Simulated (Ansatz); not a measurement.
Crystal: HgTe.

```
CELL_PARAMETERS angstrom
-3.04560 3.04560 1.55941
3.04560 -3.04560 1.55941
3.04560 3.04560 -1.55941
ATOMIC_POSITIONS crystal
Hg 0.75000 0.25000 0.50000
Te 0.00000 0.00000 0.00000
```

Measurements of this composition are mostly on another form, of space group No. 216.

- Program: Ansatz 0.2.0
- Task: relaxation of cell and atoms
- Functional: LDA
- Potentials or basis: Ansatz PAW
- Cutoff: 420 eV (not typed: the program's choice for these potentials)
- k mesh: 10 × 10 × 10
- Occupations: fermi-dirac, width 0.05 eV
- Spin: no spin polarisation

At the start: volume 28.93 Å³/atom.

Q: How do energy, volume and symmetry change on relaxing?

A: It ends after 6 steps and the volume is 25.79 Å³/atom (-10.8 %); space group I-4m2 (No. 119, to 0.05 Å).

The path:
```tsv
step	energy change (eV)	largest force (eV/Å)	volume (Å³)
1	0.0000	0.0000	57.86
2	-0.1474	0.0000	51.74
3	-0.1605	0.0000	50.40
4	-0.1664	0.0000	51.64
5	-0.1665	0.0000	51.59
6	-0.1652	0.0000	51.59
```

Final structure:
```cif
data_structure
_symmetry_space_group_name_H-M 'P 1'
_symmetry_Int_Tables_number 1
_cell_length_a 4.3368
_cell_length_b 4.3368
_cell_length_c 4.3368
_cell_angle_alpha 97.646
_cell_angle_beta 97.646
_cell_angle_gamma 137.215
_cell_volume 51.59
loop_
_atom_site_label
_atom_site_type_symbol
_atom_site_fract_x
_atom_site_fract_y
_atom_site_fract_z
_atom_site_occupancy
Hg1 Hg 0.75000 0.25000 0.50000 1
Te1 Te 0.00000 0.00000 0.00000 1
```

Caveat: the plane-wave basis is chosen anew once the cell has moved, so the energies of steps on either side of that aren't comparable; the PAW data sets come from PBE, with cores solved anew for the run's functional, which leaves a small shift of forces and pressure.
